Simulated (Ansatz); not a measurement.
Crystal: P.

```xyz
4
Lattice="1.6477 -5.4650 0.0000 1.6477 5.4650 0.0000 0.0000 0.0000 4.5436" Properties=species:S:1:pos:R:3 pbc="T T T"
P     1.6477   -4.4173    2.6754
P     1.6477    4.4173    1.8683
P     1.6477   -1.0477    0.4035
P     1.6477    1.0477    4.1401
```

Base run:

```yaml
Program: Ansatz 0.2.0
Functional: LDA
Potentials_or_basis: Ansatz PAW
Cutoff: "420 eV (not typed: the program's choice for these potentials)"
k_mesh: 5 × 5 × 4
Occupations: fermi-dirac, width 0.05 eV
Spin: no spin polarisation
```

Its results: band gap on the k mesh 0.34 eV, direct; pressure -2.0 GPa; largest force 0.196 eV/Å.

Q: After a change of settings the same cell gave: band gap on the k mesh 1.75 eV, direct; pressure -0.8 GPa; largest force 0.165 eV/Å. Which change was it?
A. functional from LDA to r2SCAN; cutoff from 420 eV (not typed: the program's choice for these potentials) to 500 eV (not typed: the program's choice for these potentials)
B. functional from LDA to r2SCAN0; cutoff from 420 eV (not typed: the program's choice for these potentials) to 500 eV (not typed: the program's choice for these potentials)
C. functional from LDA to HSE06
D. functional from LDA to PBEsol

A: B.

r2SCAN0 gives the wider gap, since exact exchange removes part of the self-interaction.

Caveats: odd divisions of the mesh miss points on the zone boundary, where band edges often lie, so the gap on the mesh can be too wide; the PAW data sets come from PBE, with cores solved anew for the run's functional, which leaves a small shift of forces and pressure; the density of states is complete only up to the lowest level of the last band computed; the thresholds are loose for stress (some runs).

Runs at the PBE level aren't shown here.
